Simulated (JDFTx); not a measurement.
The system is BN.

```
N B
1.0
     0.00000    1.81300    1.81300
     1.81300    0.00000    1.81300
     1.81300    1.81300    0.00000
N B
1 1
Direct
  0.25000 0.25000 0.25000
  0.00000 0.00000 0.00000
```

The cell is a database's computed one.

Base run:

- Program: JDFTx 1.7.0 (patched build)
- Functional: PBE
- Potentials or basis: PseudoDojo-SR-PBE-0.5-standard
- Cutoff: 1143 eV
- Density cutoff: 9143 eV
- k mesh: 13 × 13 × 13
- Occupations: fermi-dirac, width 0.05 eV
- Spin: no spin polarisation

Its results: band gap on the k mesh 4.60 eV, indirect (least direct gap 8.83 eV); pressure -0.8 GPa.

Question: The run is repeated on the same cell with these changes: functional from PBE to BLYP. What comes out?

Answer: Band gap on the k mesh 4.95 eV, indirect (least direct gap 8.96 eV); pressure 10.1 GPa.

BLYP binds less tightly than PBE, so the same cell stands under more pressure.

Caveats: an odd mesh through Γ misses points on the zone boundary, where band edges often lie; the potentials were made for another functional, which shifts forces and pressure (some runs).
